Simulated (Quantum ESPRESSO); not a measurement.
HfO2: dielectric tensor and Born charges under several settings

```
CELL_PARAMETERS angstrom
3.55802 0.00000 0.00000
0.00000 3.55802 0.00000
0.00000 0.00000 5.17186
ATOMIC_POSITIONS crystal
Hf 0.00000 0.00000 0.00000
Hf 0.50000 0.50000 0.50000
O 0.00000 0.50000 0.19721
O 0.50000 0.00000 0.30279
O 0.50000 0.00000 0.80279
O 0.00000 0.50000 0.69721
```

Measurements of this composition are mostly on another form, of space group No. 14.

All runs used Quantum ESPRESSO 7.5; potentials GBRV 1.5 LDA; given cell; no spin polarisation; cutoff 612 eV; occupations smeared at first, fixed for the response.

```csv
level,k mesh (s: shifted),pressure (GPa),ε∞ (diagonal),Born charge of atom 1 (e),sum of the Born charges (e)
LDA,2 × 2 × 2s,-7.4,"4.76, 4.76, 4.59",5.13,0.47
LDA,4 × 4 × 2s,-6.4,"5.26, 5.26, 4.51",5.26,0.14
LDA,6 × 6 × 4s,-6.3,"5.25, 5.25, 4.73",5.28,0.00
LDA,8 × 8 × 6s,?,?,?,?
LDA,10 × 10 × 6s,-6.3,"5.25, 5.25, 4.73",5.28,-0.01
```

Q: What stands in the row left open?

A: Pressure -6.3 GPa; ε∞ 5.25, 5.25, 4.73; Born charge of atom 1 5.28 e; sum of the Born charges -0.01 e.

Caveats: some runs use coarse meshes; the cell is more than 3 GPa from zero pressure, which shifts response properties.

For the row left open. Caveat: the cell is more than 3 GPa from zero pressure, which shifts response properties.
